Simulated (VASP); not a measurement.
The system is FeO.

```
Fe O
1.0
     1.51768    0.87623    2.51579
    -1.51768    0.87623    2.51579
     0.00000   -1.75247    2.51579
Fe O
1 1
Direct
  0.00000 0.00000 0.00000
  0.50000 0.50000 0.50000
```

Base run:

| Item | Value |
| --- | --- |
| Program | VASP 6.6.1 |
| Functional | PBE |
| Potentials or basis | VASP PAW PBE potentials, release 64 (Fe, O) |
| Cutoff | 520 eV |
| k mesh | 8 × 8 × 8 |
| Occupations | gaussian, width 0.05 eV |
| Spin | no spin polarisation |

Its results: band gap on the k mesh none (metal or under the smearing width); pressure -25.9 GPa.

Question: The run is repeated on the same cell with these changes: spin from no spin polarisation to collinear spin, random start; further incar settings from ALGO = Fast; EDIFF = 1e-06 to ALGO = Fast; EDIFF = 1e-07. What comes out?

Answer: Band gap on the k mesh none (metal or under the smearing width); pressure -0.6 GPa; net moment 4.00 μB per cell; site moments Fe +3.62; O +0.30 μB.

Caveats: semilocal functionals often make such compounds metallic where correlation or magnetic order opens a gap, which also shifts bond lengths; so large a pressure means that the cell lies far from this level's equilibrium, or that cutoff or potentials fall short (some runs); a cell with one magnetic atom can't hold antiferromagnetic order, which such compounds often take (some runs).
